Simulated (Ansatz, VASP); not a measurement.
Si in VASP and in Ansatz

```
Si
1.0
     0.00000    2.70079    2.70079
     2.70079    0.00000    2.70079
     2.70079    2.70079    0.00000
Si
2
Direct
  0.50000 0.50000 0.50000
  0.75000 0.75000 0.75000
```

Alike in both runs: task relaxation of cell and atoms; functional LDA; k mesh 10 × 10 × 10; occupations gaussian, width 0.02 eV; no spin polarisation.

|  | VASP | Ansatz |
| --- | --- | --- |
| version | VASP 6.6.1 | Ansatz 0.2.0 |
| potentials or method | VASP PAW LDA potentials, release 64 (Si) | scalar-relativistic, plane waves, PAW |
| plane-wave cutoff (eV) | 600 | 600 |
| valence electrons in the cell | 8 | 8 |

```csv
,VASP,Ansatz,Ansatz less VASP
"gap on the k mesh at the Fermi level, each at its own relaxed structure (eV)",0.45,0.45,+0.001
relaxed volume (Å³/atom),19.72,19.70,-0.015
relaxed cell length with the largest relative difference (Å),3.820,3.820,-0.0010
```

Ansatz warned: «pseudo_functional_mismatch».
